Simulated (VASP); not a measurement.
# CaSe (Fm-3m) in VASP: a series of runs

One crystal, CaSe, is run at these levels: r2SCAN; tasks: single point.

Everything below comes from runs of VASP 6.6.1. Logs are shortened: lines on timing, memory, paths and dates and some standing lists are left out, and cuts for length are marked.

### 1 Starting point

The structure is cubic, space group Fm-3m (No. 225). Conventional cell: a = 5.912 Å, b = 5.912 Å, c = 5.912 Å, α = 90.00°, β = 90.00°, γ = 90.00°. Around Se (site symmetry m-3m) lie 6 Ca at 2.96 Å. Around Ca (site symmetry m-3m) lie 6 Se at 2.96 Å.

### 2 Single point, r2SCAN

Contents of INCAR:

```
SYSTEM = CaSe
PREC = Accurate
ENCUT = 300
EDIFF = 1E-6
ISMEAR = 0
SIGMA = 0.05
LREAL = .FALSE.
LASPH = .TRUE.
NELM = 100
ALGO = Normal
ISIF = 2
LWAVE = .FALSE.
LCHARG = .FALSE.
METAGGA = R2SCAN
LMIXTAU = .TRUE.
ADDGRID = .FALSE.
```

Contents of KPOINTS:

```
regular mesh
0
G
  5 5 5
  0 0 0
```

Contents of POSCAR:

```
CaSe
1.0
    0.0000000000      2.9560000000      2.9560000000
    2.9560000000      0.0000000000      2.9560000000
    2.9560000000      2.9560000000      0.0000000000
Se Ca
1 1
Direct
    0.5137070000      0.4880300000      0.5023060000
    0.0084580000     -0.0027510000     -0.0091450000
```

Potentials or basis: VASP PAW PBE potentials, release 64 (Se, Ca_sv).

The run is started by

```
$ cat potpaw_PBE.64/Se/POTCAR potpaw_PBE.64/Ca_sv/POTCAR > POTCAR
$ mpirun -np 1 vasp_std > vasp.out
```

OUTCAR:

```text
SYSTEM = CaSe
   PREC = Accurate
   ENCUT = 300
   EDIFF = 1E-6
   ISMEAR = 0
   LREAL = .FALSE.
   LASPH = .TRUE.
   NELM = 100
   ISIF = 2
   METAGGA = R2SCAN

 Found     63 irreducible k-points:

 Following reciprocal coordinates:
            Coordinates               Weight
  0.000000  0.000000  0.000000      1.000000
  0.200000  0.000000  0.000000      2.000000
  0.000000  0.200000  0.000000      2.000000
  0.000000  0.000000  0.200000      2.000000
  0.200000  0.200000  0.200000      2.000000
  0.400000  0.000000  0.000000      2.000000
   k-points           NKPTS =     63   k-points in BZ     NKDIM =     63   number of bands    NBANDS=     12
   number of dos      NEDOS =    301   number of ions     NIONS =      2
   total plane-waves  NPLWV =  13824
   dimension x,y,z NGX =    24 NGY =   24 NGZ =   24
   dimension x,y,z NGXF=    48 NGYF=   48 NGZF=   48
   ions per type =               1   1
   NGX,Y,Z   is equivalent  to a cutoff of   9.54,  9.54,  9.54 a.u.
   NGXF,Y,Z  is equivalent  to a cutoff of  19.09, 19.09, 19.09 a.u.
 SYSTEM =  CaSe
   PREC   = accura    normal or accurate (medium, high low for compatibility)
   ISTART =      0    job   : 0-new  1-cont  2-samecut
   ICHARG =      2    charge: 1-file 2-atom 10-const
   ISPIN  =      1    spin polarized calculation?
   LNONCOLLINEAR =      F non collinear calculations
   LSORBIT =      F    spin-orbit coupling
   LASPH  =      T    aspherical Exc in radial PAW
   ENCUT  =  300.0 eV  22.05 Ry    4.70 a.u.   5.90  5.90  5.90*2*pi/ulx,y,z
   NELM   =    100;   NELMIN=  2; NELMDL= -5     # of ELM steps
   EDIFF  = 0.1E-05   stopping-criterion for ELM
   LREAL  =      F    real-space projection
   EDIFFG = 0.1E-04   stopping-criterion for IOM
   NSW    =      0    number of steps for IOM
   IBRION =     -1    ionic relax: 0-MD 1-quasi-New 2-CG
   NFREE  =      0    steps in history (QN), initial steepest desc. (CG)
   ISIF   =      2    stress and relaxation
   ISYM   =      2    0-nonsym 1-usesym 2-fastsym
   POTIM  = 0.5000    time-step for ionic-motion
   TEBEG  =    0.0;   TEEND  =   0.0 temperature during run
   PSTRESS=    0.0 pullay stress
   NELECT =      16.0000    total number of electrons
   NUPDOWN=      -1.0000    fix difference up-down
   EMIN   =  10.00;   EMAX   =-10.00  energy-range for DOS
   EFERMI =   0.00;   METHOD = LEGACY
   ISMEAR =     0;   SIGMA  =   0.05  broadening in eV -4-tet -1-fermi 0-gaus
   EFERMI_NEDOS =   21; number of points for ismear=-14 and -15
   IALGO  =     38    algorithm
   IMIX   =      4    mixing-type and parameters
     AMIX     =   0.40;   BMIX     =  1.00
     AMIX_MAG =   1.60;   BMIX_MAG =  1.00
  volume/ion in A,a.u.               =      25.83       174.30
  Fermi-wavevector in a.u.,A,eV,Ry     =   1.107645  2.093145 16.692666  1.226876
  Thomas-Fermi vector in A             =   2.244161
   LORBIT       =      0    0 simple, 1 ext, 2 COOP (PROOUT), +10 PAW based schemes
   METAGGA = R2SCAN    functional components
   LHFCALC =     F    Hartree Fock is set to
   AEXX    =    0.0000 exact exchange contribution
   IVDW    =     0    specifies the selected vdW correction
   LEPSILON=     F    determine dielectric tensor
   LRPA    =     F    only Hartree local field effects (RPA)
 non-spin polarized calculation
 Gauss-broadening in eV      SIGMA  =   0.05
  energy-cutoff  :      300.00
  volume of cell :       51.66
 maximum number of plane-waves:       620
   NGX = 11   NGY = 11   NGZ = 11

 number of electron      16.0000001 magnetization

 Free energy of the ion-electron system (eV)
  ---------------------------------------------------
  ext. energy  EPLUGINS =         0.00000000
  ---------------------------------------------------
  free energy    TOTEN  =       -25.97516567 eV

  energy without entropy =      -25.97516567  energy(sigma->0) =      -25.97516567

 E-fermi :   2.4637     XC(G=0):  -9.5863

 val. band max:        2.1918968663   @ k =   0.0000   0.0000   0.0000
 cond. band min:       4.8107983088   @ k =   0.4000   0.0000   0.4000
 fundamental gap:      2.6189014425
 Fermi energy:         2.4636523715

 k-point     1 :       0.0000    0.0000    0.0000
  band No.  band energies     occupation
      1     -39.0917      2.00000
      2     -19.2055      2.00000
      3     -19.2049      2.00000
      4     -19.2048      2.00000
      5     -10.0019      2.00000
      6       2.1901      2.00000
      7       2.1918      2.00000
      8       2.1919      2.00000
      9       6.3481      0.00000
     10       6.4239      0.00000
     11       6.4293      0.00000
     12       6.4307      0.00000

 k-point     2 :       0.2000    0.0000    0.0000
  band No.  band energies     occupation
      1     -39.0894      2.00000
      2     -19.2463      2.00000
      3     -19.2076      2.00000
      4     -19.2073      2.00000
      5      -9.7694      2.00000
      6       0.7156      2.00000
      7       1.6898      2.00000
      8       1.6921      2.00000
      9       6.4295      0.00000
     10       6.9350      0.00000
     11       6.9360      0.00000
     12       7.9932      0.00000

 k-point     3 :       0.0000    0.2000    0.0000
  band No.  band energies     occupation
      1     -39.0894      2.00000
      2     -19.2464      2.00000
      3     -19.2076      2.00000
      4     -19.2071      2.00000
      5      -9.7694      2.00000
      6       0.7161      2.00000
      7       1.6891      2.00000
      8       1.6910      2.00000
      9       6.4318      0.00000
     10       6.9355      0.00000
     11       6.9370      0.00000
     12       7.9974      0.00000

 k-point     4 :       0.0000    0.0000    0.2000
  band No.  band energies     occupation
      1     -39.0894      2.00000
      2     -19.2464      2.00000
      3     -19.2075      2.00000
      4     -19.2073      2.00000
      5      -9.7694      2.00000
      6       0.7165      2.00000
      7       1.6891      2.00000
      8       1.6895      2.00000
      9       6.4335      0.00000
     10       6.9364      0.00000
     11       6.9374      0.00000
     12       8.0038      0.00000

 k-point     5 :       0.2000    0.2000    0.2000
  band No.  band energies     occupation
      1     -39.0894      2.00000
      2     -19.2464      2.00000
      3     -19.2076      2.00000
      4     -19.2071      2.00000
      5      -9.7694      2.00000
      6       0.7158      2.00000
      7       1.6894      2.00000
      8       1.6916      2.00000
      9       6.4308      0.00000
     10       6.9350      0.00000
     11       6.9366      0.00000
     12       7.9964      0.00000

 k-point     6 :       0.4000    0.0000    0.0000
  band No.  band energies     occupation
      1     -39.0856      2.00000
      2     -19.3118      2.00000
      3     -19.2117      2.00000
      4     -19.2114      2.00000
      5      -9.3535      2.00000
      6      -0.8548      2.00000
      7       1.0909      2.00000
      8       1.0924      2.00000
      9       6.9894      0.00000
     10       8.0270      0.00000
     11       8.0275      0.00000
     12       8.7099      0.00000

 [... further k-points ...]

------------------------ aborting loop because EDIFF is reached ----------------------------------------

  FORCE on cell =-STRESS in cart. coord.  units (eV):
  Direction    XX          YY          ZZ          XY          YZ          ZX
  --------------------------------------------------------------------------------------
  -------------------------------------------------------------------------------------
  Total        0.2624821      0.3173921      0.2638661     -0.0018935      0.0027118     -0.0005366
  in kB        8.1407993      9.8438145      8.1837236     -0.0587270      0.0841046     -0.0166433
  external PRESSURE =       8.7227791 kB  Pullay stress =       0.0000000 kB

 VOLUME and BASIS-vectors are now :
 -----------------------------------------------------------------------------
  energy-cutoff  :      300.00
  volume of cell :       51.66
      direct lattice vectors                 reciprocal lattice vectors
     0.000000000  2.956000000  2.956000000    -0.169147497  0.169147497  0.169147497
     2.956000000  0.000000000  2.956000000     0.169147497 -0.169147497  0.169147497
     2.956000000  2.956000000  0.000000000     0.169147497  0.169147497 -0.169147497

 POSITION                                       TOTAL-FORCE (eV/Angst)
 -----------------------------------------------------------------------------------
      2.92743      3.00333      2.96113        -0.023318     -0.169104      0.040405
      5.87684      2.95397      2.97287         0.023318      0.169104     -0.040405
 -----------------------------------------------------------------------------------
    total drift:                                0.001337     -0.005842     -0.005219

  FREE ENERGIE OF THE ION-ELECTRON SYSTEM (eV)
  ---------------------------------------------------
  free  energy   TOTEN  =       -25.9751656695 eV

  energy  without entropy=      -25.9751656695  energy(sigma->0) =      -25.97516567
```

Run time: 41 s. Hardware: 1 thread of Intel Xeon Platinum 8488C (Sapphire Rapids), shared host; peak memory 0.15 GiB.

These settings aren't checked as converged: the numbers below hold their error.

Results:

| Item | Value |
| --- | --- |
| Free energy | -25.9752 eV |
| Largest force | 0.175 eV/Å |
| Band gap on the k mesh | 2.62 eV, indirect (least direct gap 3.51 eV) |

Caveat: the cutoff is under 1.25 times the usual one of these potentials, so pressure, stress and relaxed cells hold a basis-set (Pulay) error; the PAW data sets were made with another functional, which shifts forces and pressure a little; an odd mesh through Γ misses points on the zone boundary, where band edges often lie.

### 3 Single point, r2SCAN

Edit INCAR of step 2 so:

```diff
@@ -2,3 +2,3 @@
 PREC = Accurate
-ENCUT = 300
+ENCUT = 350
 EDIFF = 1E-6
```

KPOINTS is that of step 2.

Contents of POSCAR:

```
CaSe
1.0
    0.0000000000      2.9560000000      2.9560000000
    2.9560000000      0.0000000000      2.9560000000
    2.9560000000      2.9560000000      0.0000000000
Se Ca
1 1
Direct
    0.5000000000      0.5000000000      0.5000000000
    0.0000000000      0.0000000000      0.0000000000
```

Potentials or basis: VASP PAW PBE potentials, release 64 (Se, Ca_sv).

The run is started by

```
$ cat potpaw_PBE.64/Se/POTCAR potpaw_PBE.64/Ca_sv/POTCAR > POTCAR
$ mpirun -np 1 vasp_std > vasp.out
```

It took 24 s on 1 thread of Intel Xeon Platinum 8488C (Sapphire Rapids), shared host; peak memory 0.15 GiB.

These settings aren't checked as converged: the numbers below hold their error.

What came out:

```yaml
Free_energy: -25.9736 eV
Pressure: 0.8 GPa
Band_gap_on_the_k_mesh: 2.61 eV, indirect (least direct gap 3.51 eV)
```

Caveat: the PAW data sets were made with another functional, which shifts forces and pressure a little; an odd mesh through Γ misses points on the zone boundary, where band edges often lie.
